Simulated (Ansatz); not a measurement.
**Nb (Fm-3m)**

Level of theory: DFT PBEsol, scalar-relativistic, plane waves, PAW in Ansatz 0.2.0.

Plane waves to 420 eV, a k mesh through Γ of 18×18×18 on the computed 1-atom cell and Gaussian smearing (0.10 eV); no spin polarisation.

The structure is relaxed at this level of theory with its symmetry kept. This fcc form isn't the element's structure at ambient conditions.

Space group Fm-3m (No. 225). a = 4.170 Å, b = 4.170 Å, c = 4.170 Å, α = 90.00°, β = 90.00°, γ = 90.00°
```csv
atom,site,symmetry,x,y,z
Nb,4a,m-3m,0.0000,0.0000,0.0000
```

| Item | Value |
| --- | --- |
| Space group | Fm-3m (No. 225) |
| Volume per atom | 18.13 Å³ |
| Formation energy from the elements' standard states (uncorrected) | +0.348 eV/atom |
| Kohn–Sham band gap | none (metal) |
| Density of states at the Fermi level | 1.48 states/eV per cell |
| Löwdin character within 0.5 eV of the Fermi level | Nb 4d 89 % |
| Bulk modulus | 175 GPa |
| Its pressure derivative | 3.5 |
| Bader charges (e) | Nb (1 in the cell) 0.00 |